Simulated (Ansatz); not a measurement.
## hcp against bcc along groups 8 to 10

Method: Ansatz, DFT, LDA (PW92), plane waves (420 eV) with PAW, scalar-relativistic. The PAW files were generated under PBE, with cores re-solved for the functional.

Each structure is relaxed within its symmetry, in the lowest magnetic state of the tried starts. Differences under about 8 meV lie within the error of the k-point mesh.

```tsv
element	E(hcp) − E(bcc) (meV/atom)	V(hcp) (Å³/atom)	V(bcc) (Å³/atom)	state of hcp	state of bcc
Fe	-160	9.56	10.39	spin not included	ferromagnetic
Ru	-682	13.09	13.51	non-magnetic	spin not included
Os	-938	13.70	14.15	spin not included	spin not included
Co	-145	10.01	10.21	ferromagnetic	ferromagnetic
Ir	?	?	?	?	?
Pd	-23	14.23	14.28	spin not included	spin not included
Pt	-50	14.86	14.94	spin not included	spin not included
```

Task: Fill in the row of Ir.

Result: E(hcp) − E(bcc) (meV/atom): -615; V(hcp) (Å³/atom): 13.92; V(bcc) (Å³/atom): 14.34; state of hcp: spin not included; state of bcc: spin not included.
